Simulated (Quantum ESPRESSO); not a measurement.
**MnO in Quantum ESPRESSO: the effect of magnetic state**

MnO:

```
Mn O
1.0
     2.67239    0.00000    0.00000
     0.00000    2.67239    0.00000
     0.00000    0.00000    2.67239
Mn O
1 1
Direct
  0.00000 0.00000 0.00000
  0.50000 0.50000 0.50000
```

Measurements of this composition are mostly on another form, of space group No. 225.

Alike in all runs:

* Program: Quantum ESPRESSO 7.5
* Task: single point
* Functional: PBEsol
* Potentials or basis: PseudoDojo 0.4.1 SR PBEsol standard
* Cutoff: 1306 eV
* Density cutoff: 5225 eV
* k mesh: 7 × 7 × 7
* Occupations: gaussian, width 0.05 eV
* Hubbard terms: Mn d U = 3 eV

One run gave: pressure 17.6 GPa. Which magnetic state did it use?
A. nm_spin
B. nm
C. fm

C.

```tsv
magnetic state	spin	starting moments	fixed moment	pressure (GPa)
nm	no spin polarisation	-	-	-26.1
nm_spin	collinear spin, zero start	[0.0, 0.0] μB	0 μB	-26.1
fm	collinear spin, ferromagnetic start	[5.0, 0.0] μB	-	17.6
```

Caveats: an odd number of electrons without spin polarisation forces a metal (some runs); a magnetic or distorted state may lie lower (some runs); U without spin polarisation on a metal has little footing (some runs); the total moment is fixed, so each spin has its own Fermi level (some runs); a cell with one magnetic atom can't hold antiferromagnetic order, which such compounds often take (some runs).
